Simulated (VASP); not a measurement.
**BaHfO3 in VASP 6.6.1, single-point calculation**

INCAR

```
LASPH = .TRUE.
SIGMA = 0.02
NELM = 97
LREAL = .FALSE.
IBRION = -1
NSW = 0
ENCUT = 520
ISIF = 2
NBANDS = 27
METAGGA = SCAN
LCHARG = .FALSE.
EDIFF = 0.001
LWAVE = .FALSE.
PREC = Accurate
ISMEAR = -1
```

KPOINTS

```
KPOINTS created by Atomic Simulation Environment
0
Gamma
6 6 6
0 0 0
```

POSCAR

```
Ba Hf O
 1.0000000000000000
     4.0099764200000001    0.0000000000000000    0.0000000000000000
     0.0000000000000000    4.0099764200000001    0.0000000000000000
     0.0000000000000000    0.0000000000000000    4.0099764200000001
 Ba  Hf  O
   1   1   3
Cartesian
  0.0000000000000000  0.0000000000000000  0.0000000000000000
  2.0049882100000000  2.0049882100000000  2.0049882100000000
  2.0049882100000000  2.0049882100000000  0.0000000000000000
  2.0049882100000000  0.0000000000000000  2.0049882100000000
  0.0000000000000000  2.0049882100000000  2.0049882100000000
```

The recommended PBE PAW datasets give the neutral cell 38 valence electrons.

Command

```
mpirun -np 1 vasp_std
```

OSZICAR

```
N       E                     dE             d eps       ncg     rms          rms(c)
DAV:   1     0.118648775511E+03    0.11865E+03   -0.21919E+04  1080   0.143E+03
DAV:   2    -0.145291363090E+03   -0.26394E+03   -0.25318E+03  1334   0.328E+02
DAV:   3    -0.157239585886E+03   -0.11948E+02   -0.11891E+02  1397   0.671E+01
DAV:   4    -0.157414637301E+03   -0.17505E+00   -0.17486E+00  1356   0.777E+00
DAV:   5    -0.157419304543E+03   -0.46672E-02   -0.46665E-02  1440   0.928E-01    0.819E+01
DAV:   6    -0.138536892605E+03    0.18882E+02   -0.17406E+01  1217   0.301E+01    0.597E+01
DAV:   7    -0.138936780307E+03   -0.39989E+00   -0.35433E+00  1364   0.108E+01    0.247E+01
DAV:   8    -0.138938137550E+03   -0.13572E-02   -0.13315E+00  1235   0.696E+00    0.666E+00
DAV:   9    -0.138892328494E+03    0.45809E-01   -0.50079E-01  1192   0.406E+00    0.275E+00
DAV:  10    -0.138881541710E+03    0.10787E-01   -0.30451E-02  1209   0.114E+00    0.124E+00
DAV:  11    -0.138879758081E+03    0.17836E-02   -0.12943E-02  1225   0.694E-01    0.751E-01
DAV:  12    -0.138879569132E+03    0.18895E-03   -0.14303E-03   768   0.258E-01
   1 F= -.13887957E+03 E0= -.13887957E+03  d E =-.569972E-12
```

From OUTCAR

```
k-points           NKPTS =     20   k-points in BZ     NKDIM =     20   number of bands    NBANDS=     27

   NELECT =      38.0000    total number of electrons

   dimension x,y,z NGX =    30 NGY =   30 NGZ =   30
   dimension x,y,z NGXF=    60 NGYF=   60 NGZF=   60

  energy-cutoff  :      520.00
  volume of cell :       64.48
      direct lattice vectors                 reciprocal lattice vectors
     4.009976420  0.000000000  0.000000000     0.249378025  0.000000000  0.000000000
     0.000000000  4.009976420  0.000000000     0.000000000  0.249378025  0.000000000
     0.000000000  0.000000000  4.009976420     0.000000000  0.000000000  0.249378025

 k-points in reciprocal lattice and weights: KPOINTS created by Atomic Simulation Env
   0.00000000  0.00000000  0.00000000       0.005
   0.16666667  0.00000000  0.00000000       0.028
   0.33333333  0.00000000  0.00000000       0.028
   0.50000000  0.00000000  0.00000000       0.014
   0.16666667  0.16666667  0.00000000       0.056
   0.33333333  0.16666667  0.00000000       0.111
   0.50000000  0.16666667  0.00000000       0.056
   0.33333333  0.33333333  0.00000000       0.056
   ...

 E-fermi :   3.3020

 k-point     1 :       0.0000    0.0000    0.0000
  band No.  band energies     occupation
      1     -25.6281      2.00000
      2     -25.6279      2.00000
      3     -25.6279      2.00000
      4     -22.8212      2.00000
      5     -15.1881      2.00000
      6     -14.7513      2.00000
      7     -14.7513      2.00000
      8      -7.4910      2.00000
      9      -7.4910      2.00000
     10      -7.4910      2.00000
     11       1.3557      2.00000
     12       1.3557      2.00000
     13       1.3557      2.00000
     14       1.6276      2.00000
     15       1.6276      2.00000
     16       1.6276      2.00000
     17       2.7642      2.00000
     18       2.7642      2.00000
     19       2.7642      2.00000
     20       7.1103      0.00000
     21       7.1106      0.00000
     22       7.1106      0.00000
     23       8.1950      0.00000
     24       8.1950      0.00000
     25      10.7018      0.00000
     26      13.1479      0.00000
     27      13.1772      0.00000

 k-point     2 :       0.1667    0.0000    0.0000
  band No.  band energies     occupation
      1     -25.7118      2.00000
      2     -25.6259      2.00000
      3     -25.6257      2.00000
      4     -22.7768      2.00000
      5     -15.2065      2.00000
      6     -14.7427      2.00000
      7     -14.5104      2.00000
      8      -7.4620      2.00000
      9      -7.4620      2.00000
     10      -7.4045      2.00000
     11       0.7779      2.00000
     12       1.2035      2.00000
     13       1.2036      2.00000
     14       1.3707      2.00000
     15       1.3707      2.00000
     16       1.3888      2.00000
     17       1.9819      2.00000
     18       2.6602      2.00000
     19       2.6602      2.00000
     20       7.2494      0.00000
     21       7.8715      0.00000
     22       7.8718      0.00000
     23       8.7181      0.00000
     24       8.7444      0.00000
     25      11.3482      0.00000
     26      12.7059      0.00000
     27      13.2458      0.00000

 ...

  Total       10.0690689     10.0690689     10.0690689      0.0000000      0.0000000     -0.0000000
  in kB      250.1925885    250.1925885    250.1925885      0.0000000      0.0000000     -0.0000000
  external PRESSURE =     250.1925885 kB  Pullay stress =       0.0000000 kB

 POSITION                                       TOTAL-FORCE (eV/Angst)
 -----------------------------------------------------------------------------------
      0.00000      0.00000      0.00000         0.000000      0.000000      0.000000
      2.00499      2.00499      2.00499         0.000000      0.000000      0.000000
      2.00499      2.00499      0.00000         0.000000      0.000000      0.000000
      2.00499      0.00000      2.00499         0.000000      0.000000      0.000000
      0.00000      2.00499      2.00499         0.000000      0.000000      0.000000
 -----------------------------------------------------------------------------------
    total drift:                                0.000000      0.000000     -0.000000

  FREE ENERGIE OF THE ION-ELECTRON SYSTEM (eV)
  ---------------------------------------------------
  free  energy   TOTEN  =      -138.8795691324 eV

  energy  without entropy=     -138.8795691324  energy(sigma->0) =     -138.87956913
```

It converged. Results: gap between bands v and c on the k mesh 4.30 eV; least direct gap on the k mesh 4.35 eV; pressure 25.0 GPa. Band v is the last that the valence electrons fill when counted band by band, and c is the next.

For comparison, a separate PBE run of the intended cell, on usual settings and not on those above, gives a gap of 3.79 eV on its mesh and a pressure of 30.3 GPa.

The run above took about 75 s on one core of a shared host (Intel Xeon Platinum 8488C) and held 0.19 GiB at most.
